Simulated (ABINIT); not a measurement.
A run of ABINIT 10.8.3 (patched build) is set up as follows.

run.abi

```
# Pseudopotentials
pp_dirpath "./"
pseudos "I.GGA_PBE-JTH.xml"

# Structure
acell 3*1.0 Angstrom
rprim
     3.6350350000    -2.3950200000     0.0000000000
     3.6350350000     2.3950200000     0.0000000000
     0.0000000000     0.0000000000     9.7934400000
ntypat 1
znucl 53
natom 4
typat 1 1 1 1
xred
     0.6493000000     0.3507000000     0.3844000000
     0.1493000000     0.8507000000     0.1156000000
     0.3507000000     0.6493000000     0.6156000000
     0.8507000000     0.1493000000     0.8844000000
chkprim 0
chksymtnons 0
tolsym 1.0e-6

# Plane-wave basis
ecut 11.0
pawecutdg 22.0
pawxcdev 0

# k points
kptopt 1
ngkpt 5 5 2
nshiftk 1
shiftk 0.0 0.0 0.0

# Exchange and correlation
ixc 11

# Bands and occupations
nband 18
occopt 3
tsmear 0.00183747

# SCF cycle
nstep 100
tolvrs 1.0e-9

# Output
iomode 3
prtwf 0
prtden 0
prteig 0
prtebands 0
```

Potentials or basis: JTH PAW PBE v2.0.

The run is started by

```console
$ mpirun --bind-to none -np 4 abinit run.abi > log 2>&1
```

**Question.** Estimate the pressure.

**Answer.** 1.9 GPa.

**Question.** Predict the largest force.

**Answer.** 1.003 eV/Å.

**Question.** Predict the band gap on the k mesh.

**Answer.** 1.32 eV, indirect (least direct gap 1.39 eV).

Stress tensor (GPa, compression positive):
```
1.23 0.00 0.00
0.00 1.47 0.00
0.00 0.00 3.13
```

Caveat: spin-orbit coupling is left out, which moves the levels of the heavy elements; an odd mesh through Γ misses points on the zone boundary, where band edges often lie; forces of over 1 eV/Å show positions far from the minimum, so gaps and moduli don't describe the material at rest.
